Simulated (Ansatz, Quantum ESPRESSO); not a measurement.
## Ta2N and the effect of the pressure

The cell as given:

It takes space group P-3m1 (No. 164, trigonal). The conventional cell has a = 3.113 Å, b = 3.113 Å, c = 4.870 Å, α = 90.00°, β = 90.00°, γ = 120.00°. Ta (site symmetry 3m) is surrounded by 3 N at 2.18 Å. N (site symmetry -3m) has 6 Ta at 2.18 Å as nearest neighbours.

The cell comes from a database or a generator and needn't be the stable form of this composition.

Kept alike: task relaxation of cell and atoms; functional PBEsol; k mesh 10 × 10 × 6; occupations fermi-dirac, width 0.05 eV; no spin polarisation. Program: Ansatz, all-electron LAPW, scalar-relativistic. The mesh is that of the run's cell of 3 atoms. No spin-orbit coupling.

```csv
"pressure, P (GPa)",volume (Å³/atom),first edge of the run's cell (Å),third edge of the run's cell (Å)
0,13.198,3.078,4.825
5,12.972,3.056,4.812
10,12.770,3.038,4.793
20,12.411,3.007,4.755
30,12.096,2.979,4.722
```

The relaxations keep at least the cell's symmetry (P-3m1). The runs follow the start's structure, whether or not it is the stable one at these pressures. P is the pressure aimed at, which the runs meet within some hundredths to tenths of a GPa.

The volume falls from 13.198 to 12.096 Å³/atom between 0 and 30 GPa. The volume falls ever more slowly, since the solid stiffens under load. At the pressures aimed at, which the runs meet within some tenths of a GPa, the step from 0 to 5 GPa gives a mean bulk modulus near 289 GPa, the last step 389 GPa. A twin series (Quantum ESPRESSO, GBRV 1.5 PBEsol) moves it by -1.0879 between 0 and 30, against -1.1020 Å³/atom here. The first edge of the run's cell falls from 3.078 to 2.979 Å between 0 and 30 GPa. A twin series (Quantum ESPRESSO, GBRV 1.5 PBEsol) moves it by -0.0968 between 0 and 30, against -0.0993 Å here. The third edge of the run's cell falls from 4.825 to 4.722 Å between 0 and 30 GPa. A twin series (Quantum ESPRESSO, GBRV 1.5 PBEsol) moves it by -0.1055 between 0 and 30, against -0.1031 Å here.

Compression is anisotropic: in every pressure step the first edge shortens by a larger fraction than the third, so c/a rises throughout. This is the reverse of what a layered CdI2-type crystal with van der Waals gaps would show, where the stacking axis gives way first. Here the arrangement is the inverse one, with N in alternate layers of octahedral holes of a nearly close-packed Ta lattice. The Ta sheets facing each other across the empty holes are probably held together by metallic d–d bonding, leaving no soft gap to close. The rise in c/a also brings the metal lattice closer to ideal close packing, which suggests that repulsion between Ta cores gains weight as the volume shrinks.

The initial bulk modulus, near 289 GPa, is well above that of elemental tantalum, as expected when directional Ta d–N p bonds are added to a metallic framework. Without the height of the Ta atoms under load, the shortening along c can't be divided between the filled and the empty layers.
